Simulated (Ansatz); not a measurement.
**From barrier to diffusion: Al in AlN**

Level of theory: Ansatz 0.2.0, DFT PBE, scalar-relativistic, plane waves, PAW. Settings: 420 eV cutoff, 2×2×2 k-mesh, Gaussian smearing of 0.02 eV, no spin polarisation.

Host crystal, relaxed:

```xyz
4
Lattice="3.1302 0.0000 0.0000 -1.5651 2.7108 0.0000 0.0000 0.0000 5.0180" Properties=species:S:1:pos:R:3 pbc="T T T"
Al    1.5651    0.9036    2.5052
Al    0.0000    1.8072    5.0142
N     1.5651    0.9036    4.4197
N     0.0000    1.8072    1.9107
```

In a supercell of 32 host sites, interstitial Al hops to an equivalent place, moving 2.51 Å. Climbing-image nudged elastic band at fixed cell; the order of the saddle wasn't checked, and the small cell leaves errors of about a tenth of an eV.

A cell with an odd number of electrons and no spin polarisation is a metal by construction and may be lower with spin.

```tsv
image	path (Å)	E − E(0) (eV)
0	0.00	0.000
1	1.39	0.561
2	2.78	0.411
3	4.17	1.889
4	5.42	0.000
```

Question: What are the barriers forward and back, and what attempt frequency does the shape suggest?

Answer: Forward 1.89 eV, back 1.89 eV, the ends being level. For a sinusoidal profile E_b sin²(πx/l), with the Al atom alone moving, ν = (1/l)√(E_b/2m) = 7.3×10¹² s⁻¹, within an order of magnitude of the customary 10¹³ s⁻¹; a true prefactor needs the vibrations at the minimum and at the saddle.

Question: With ν = 10¹³ s⁻¹, give the forward jump rate along this one path, the wait 1/k for that jump, the diffusivity D ≈ l²k and the distance √(Dt) covered in an hour at 300, 600 and 1000 K, taking the host as solid throughout.

Answer: k = ν exp(−E_b/k_BT):
```json
{"T (K)": "300", "k (1/s)": "1.8×10⁻¹⁹", "wait (s)": "5.5×10¹⁸", "D (cm²/s)": "1.1×10⁻³⁴", "√(Dt) in 1 h (nm)": "6.4×10⁻⁹"}
{"T (K)": "600", "k (1/s)": "1.3×10⁻³", "wait (s)": "743", "D (cm²/s)": "8.5×10⁻¹⁹", "√(Dt) in 1 h (nm)": "0.55"}
{"T (K)": "1000", "k (1/s)": "3003", "wait (s)": "3.3×10⁻⁴", "D (cm²/s)": "1.9×10⁻¹²", "√(Dt) in 1 h (nm)": "825"}
```

D = l²k holds for six equivalent jumps in three dimensions (z l²k/6) and is a scale otherwise. Long-range transport needs a connected net of such jumps, and traps slow it. D is that of an interstitial already there; self-diffusion in the crystal is slower by the defects' share of the sites. An error of 0.1 eV in the barrier changes k by a factor of 48 at 300 K and 3.2 at 1000 K.

Cost: 1 run of about 11 core-minutes, on Intel Xeon Platinum 8375C (Ice Lake) (shared hosts).